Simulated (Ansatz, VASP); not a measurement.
**KF: VASP beside Ansatz**

INCAR

```
SYSTEM = KF
ALGO = Normal
EDIFF = 1E-6
ENCUT = 520
GGA = PE
ISIF = 2
ISMEAR = 0
LASPH = .True.
LCHARG = .False.
LREAL = .False.
LWAVE = .False.
NBANDS = 15
NELM = 80
PREC = Accurate
SIGMA = 0.05
```

The input KPOINTS:

```
k-points
0
Gamma
  8 8 8
  0 0 0
```

POSCAR

```
KF
1.0
    0.0000000000      2.6066625000      2.5398250000
    2.6066625000      0.0000000000      2.5398250000
    2.6066625000      2.6066625000      0.0000000000
K F
1 1
Direct
    0.0000000000      0.0000000000      0.0000000000
    0.5000000000      0.5000000000      0.5000000000
```

Input for Ansatz:

```yaml
crystal:
  lattice:
    - [0.0, 2.6066625, 2.539825]
    - [2.6066625, 0.0, 2.539825]
    - [2.6066625, 2.6066625, 0.0]
  atoms:
    - { symbol: K, position: [0.0, 0.0, 0.0] }
    - { symbol: F, position: [0.5, 0.5, 0.5] }
basis:
  ecutwfc: 420
kpoints:
  mp_grid: { grid: [8, 8, 8] }
hamiltonian:
  xc: pbe
scf:
  occupations: { method: gaussian, width: 0.05 }
output:
  forces: true
  stress: true
  eigenvalues: true
```

Change from the starting cell: strain -0.025 along x and y, -0.050 along z, atoms carried along.

Alike in both runs: task single point; functional PBE; k mesh 8 × 8 × 8; occupations gaussian, width 0.05 eV; no spin polarisation.

```csv
,VASP,Ansatz
version,VASP 6.6.1,Ansatz 0.2.0
potentials or method,"VASP PAW PBE potentials, release 64 (K_sv, F)","scalar-relativistic, plane waves, PAW"
plane-wave cutoff (eV),520,420
valence electrons in the cell,16,16
```

|  | VASP | Ansatz | Ansatz less VASP |
| --- | --- | --- | --- |
| gap on the k mesh at the Fermi level (eV) | 6.67 | 6.69 | +0.019 |
| least direct gap on the mesh (eV) | 6.67 | 6.69 | +0.019 |
| pressure (GPa) | 6.1 | 5.9 | -0.16 |
| largest component of the traceless stress (GPa) | 1.79 | 1.73 | -0.062 |

A k mesh can miss the band edges.
